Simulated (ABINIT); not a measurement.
ZnS:

```
Zn S
1.0
     0.00000    2.70200    2.70200
     2.70200    0.00000    2.70200
     2.70200    2.70200    0.00000
Zn S
1 1
Cartesian
  4.0530 4.0530 4.0530
  0.0000 0.0000 0.0000
```

Base run:

| Quantity | Value |
| --- | --- |
| Program | ABINIT 10.8.3 (patched build) |
| Functional | TB-mBJ |
| Potentials or basis | JTH PAW LDA v2.0 |
| Cutoff | 707 eV |
| k mesh | 9 × 9 × 9 |
| Occupations | fermi-dirac, width 0.05 eV |
| Spin | no spin polarisation |

Its results: band gap on the k mesh 3.60 eV, direct.

**Question.** The run is repeated on the same cell with these changes: functional from TB-mBJ to r2SCAN; potentials or basis from JTH PAW LDA v2.0 to JTH PAW PBE v2.0. What comes out?

**Answer.** Band gap on the k mesh 2.64 eV, direct.

Caveats: the constant c of TB-mBJ comes from the pseudo density here, which moves gaps by up to 0.3 eV between sets of potentials (some runs).
